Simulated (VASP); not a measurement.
Crystal: Zr.

```
CELL_PARAMETERS angstrom
3.23200 0.00000 0.00000
-1.61600 2.79899 0.00000
0.00000 0.00000 5.14700
ATOMIC_POSITIONS crystal
Zr 0.66667 0.33333 0.75000
Zr 0.33333 0.66667 0.25000
```

```yaml
Program: VASP 6.6.1
Task: relaxation of cell and atoms
Functional: AM05
Potentials_or_basis: VASP PAW PBE potentials, release 64 (Zr_sv)
Cutoff: 600 eV
k_mesh: 9 × 9 × 5
Occupations: methfessel-paxton, width 0.1 eV
Spin: no spin polarisation
```

At the start: pressure -3.0 GPa; volume 23.28 Å³/atom.

How do energy, volume and symmetry change on relaxing?

Over 5 steps the energy falls by 7.8 meV/atom and the volume is 22.53 Å³/atom (-3.2 %); space group P6_3/mmc (No. 194, to 0.05 Å).

Step by step:
| step | energy change (eV) | largest force (eV/Å) | pressure (GPa) | volume (Å³) |
| --- | --- | --- | --- | --- |
| 1 | 0.0000 | 0.0000 | -2.98 | 46.56 |
| 2 | -0.0020 | 0.0000 | 3.17 | 43.70 |
| 3 | -0.0148 | 0.0000 | 0.06 | 45.06 |
| 4 | -0.0155 | 0.0000 | 0.02 | 45.06 |
| 5 | -0.0156 | 0.0000 | -0.01 | 45.07 |

Final structure:
```xyz
2
Lattice="3.1832 0.0000 0.0000 -1.5916 2.7567 0.0000 0.0000 0.0000 5.1358" Properties=species:S:1:pos:R:3 pbc="T T T"
Zr    1.5916    0.9189    3.8518
Zr    0.0000    1.8378    1.2839
```

Caveat: the PAW data sets were made with another functional, which shifts forces and pressure a little.
